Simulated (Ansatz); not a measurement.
# SnSe: a vibration from a frozen displacement

Method: DFT LDA, scalar-relativistic, plane waves, PAW in Ansatz 0.2.0. Settings: plane waves to 420 eV, k-mesh 6×6×4 (Γ-centred), Gaussian smearing 0.05 eV. No spin polarisation. Energies are free energies at this smearing, counted from the undisturbed cell; pressure is positive in compression.

The starting cell (relaxed at this level; this form isn't the usual structure):

```xyz
4
Lattice="4.1899 0.0000 0.0000 0.0000 4.1899 0.0000 0.0000 0.0000 10.9796" Properties=species:S:1:pos:R:3 pbc="T T T"
Sn    2.0949    0.0000    4.1521
Sn    0.0000    2.0949    6.8275
Se    2.0949    0.0000    6.8269
Se    0.0000    2.0949    4.1527
```

The cell holds layers and no dispersion correction was added, so their binding is poorly described.

Every Sn atom is moved by x along the Cartesian unit vector (0.707, 0.707, 0.000); the cell and all other atoms stay fixed. The cell's volume is 192.75 Å³; the moved atoms weigh 237.420 u together and the others 157.942 u. Some rows repeat others by symmetry and weren't run.

| x (Å) | ΔE (meV/cell) | total force on the moved atoms along the move (eV/Å) | pressure (GPa) |
| --- | --- | --- | --- |
| -0.3000 | 74.80 | 0.9042 | 0.7710 |
| -0.2625 | 46.17 | 0.6327 | 0.5761 |
| -0.2250 | 26.61 | 0.4197 | 0.4143 |
| -0.1875 | 14.03 | 0.2594 | 0.2825 |
| -0.1500 | 6.57 | 0.1457 | 0.1782 |
| -0.1125 | 2.61 | 0.0716 | 0.0995 |
| -0.0750 | 0.81 | 0.0291 | 0.0446 |
| -0.0375 | 0.15 | 0.0088 | 0.0121 |
| 0.0000 | 0.00 | 0.0000 | 0.0014 |
| 0.0375 | 0.15 | -0.0088 | 0.0121 |
| 0.0750 | 0.81 | -0.0291 | 0.0446 |
| 0.1125 | 2.61 | -0.0716 | 0.0995 |
| 0.1500 | 6.57 | -0.1457 | 0.1782 |
| 0.1875 | 14.03 | -0.2594 | 0.2825 |
| 0.2250 | 26.61 | -0.4197 | 0.4143 |
| 0.2625 | 46.17 | -0.6327 | 0.5761 |
| 0.3000 | 74.80 | -0.9042 | 0.7710 |

Problem. What frequency belongs to this motion?

Solution. The force constant is k = −dF/dx = 0.234 eV/Å², from the parabola through x = -0.0375, 0 and 0.0375. In every cell the moved atoms swing against the rest, so the mass is μ = m₁m₂/(m₁ + m₂) = 94.846 u, and ν̃ = 521.5 cm⁻¹ × √(|k|/μ) = 26 cm⁻¹. The pattern needn't be a normal mode: ν̃² is then a weighted mean of the squared nonzero frequencies at the zone centre of this cell, taken without macroscopic field, so it lies between the lowest and the highest of them.

Problem. How far does the harmonic law reach?

Solution. At x = -0.300 Å, kx²/2 = 10.52 meV against the computed 74.80 meV (+610.9 %): the well stiffens in this direction at large amplitude.

Cost: 9 runs of about 3 core-minutes in all, on Intel Xeon Platinum 8259CL (Skylake/Cascade Lake) (shared hosts).

The square SnSe layer sits in a single, very flat well against this displacement, and the restoring force soon grows much faster than linearly. Symmetry makes this in-plane motion of Sn against Se a true normal mode here, a soft polar one. The softness probably reflects a near balance: off-centring lets Sn 5p mix into the antibonding Sn 5s–Se 4p states and favours a stereochemically active lone pair, while short-range repulsion opposes it. Since the move runs along an in-plane Sn–Se bond, repulsion in the shortened contact readily explains the steep walls.

SnSe is known to prefer off-centred Sn, so the missing double well may owe something to LDA's tendency to contract the lattice. The pressure, which rises with displacement, fits this: expansion would soften the mode. With so flat a well, 26 cm⁻¹ is a small-amplitude limit, and thermal motion should stiffen the mode. The fourfold symmetry makes the harmonic term equal for all in-plane directions but not the anharmonic ones, so a distorted minimum along a cell axis isn't excluded.
